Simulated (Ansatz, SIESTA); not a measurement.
This is a calculation of ZrS2 for Ansatz 0.2.0. Atoms were shifted at random by some hundredths of an Å from the given cell, which wasn't relaxed again for these runs. The cell is a database's computed one, not the measured one.

File input.yaml:

```yaml
crystal:
  lattice:
    - [3.6913825498, 0.0, 0.0]
    - [-1.8456912749, 3.1968310632, 0.0]
    - [0.0, 0.0, 6.04107701]
  atoms:
    - { symbol: Zr, position: [0.002334, 0.001469, 0.000653] }
    - { symbol: S, position: [0.327143, 0.668184, 0.243608] }
    - { symbol: S, position: [0.672273, 0.346626, 0.755041] }
hamiltonian:
  xc: pbesol
  pseudopotentials: { kind: paw }
kpoints:
  mp_grid: { grid: [8, 8, 5] }
scf:
  occupations: { method: fermi_dirac, width: 0.05 }
output:
  forces: true
  stress: true
  eigenvalues: true
```

Potentials or basis: Ansatz PAW.

The run is started by

```bash
$ ansatz run input.yaml --threads 1 --pin off --max-ram 3584MiB --backend cpu --events-out ev --progress --plain --runs-dir out
```

What does the same run look like in SIESTA 5.4.2? Potentials or basis there: files PseudoDojo sr-pbesol-0.4.1-standard, DZP (energy shift 0.003 Ry; two zetas on semicore shells).

As run (cutoffs and basis follow the program's own potentials, and thresholds, step limits or extra output files can differ):

The input ZrS2.fdf:

```
SystemName                      ZrS2
SystemLabel                     ZrS2
NumberOfSpecies                 2
NumberOfAtoms                   3
%block ChemicalSpeciesLabel
  1  40 Zr
  2  16 S
%endblock ChemicalSpeciesLabel

LatticeConstant                 1.0 Ang
%block LatticeVectors
     3.6913825498     0.0000000000     0.0000000000
    -1.8456912749     3.1968310632     0.0000000000
     0.0000000000     0.0000000000     6.0410770100
%endblock LatticeVectors
AtomicCoordinatesFormat         Fractional
%block AtomicCoordinatesAndAtomicSpecies
     0.0023340000     0.0014690000     0.0006530000  1  Zr
     0.3271430000     0.6681840000     0.2436080000  2  S
     0.6722730000     0.3466260000     0.7550410000  2  S
%endblock AtomicCoordinatesAndAtomicSpecies

%block kgrid.MonkhorstPack
    8   0   0  0.0
    0   8   0  0.0
    0   0   5  0.0
%endblock kgrid.MonkhorstPack
XC.Functional                   GGA
XC.Authors                      PBEsol
PAO.BasisSize                   DZP
PAO.EnergyShift                 0.003 Ry
Mesh.Cutoff                     800 Ry
OccupationFunction              FD
ElectronicTemperature           0.05 eV
MaxSCFIterations                120
SCF.MustConverge                false
SCF.Mixer.Method                Pulay
SCF.Mixer.Weight                0.25
SCF.Mixer.History               8
SCF.DM.Tolerance                5.0e-05
SCF.H.Tolerance                 1.0e-03 eV
WriteForces                     true
Charge.Mulliken                 end
%block PAO.Basis
  Zr 5
  n=4 0 2
    3.497 0.000
  n=5 0 2
    8.986 0.000
  n=4 1 2
    4.065 0.000
  n=5 1 1
    8.986
  n=4 2 2
    7.326 0.000
%endblock PAO.Basis
```

Potentials or basis: PseudoDojo 0.4 standard (PBEsol files), converted to PSML, two zetas on semicore shells, DZP (energy shift 0.003 Ry; two zetas on semicore shells).

Run with:

```sh
$ siesta < ZrS2.fdf > ZrS2.out 2>&1
```

Both were run:

|  | Ansatz | SIESTA |
| --- | --- | --- |
| Pressure | -4.4 GPa | -3.5 GPa |
| Energy over the undisturbed cell | 10.5 meV/atom | 3.4 meV/atom |

Ansatz's pressure holds a Pulay term of +0.01 GPa for its cutoff of 420 eV, which the other run lacks.

Ansatz's potentials were made for PBE.

Where Ansatz's input types no cutoff or centring, it takes its own default and a Γ-centred mesh.

The two runs disagree by more than potentials and bases usually give (in gap, levels, pressure or energy); the cause wasn't traced.

Pressure is positive in compression.
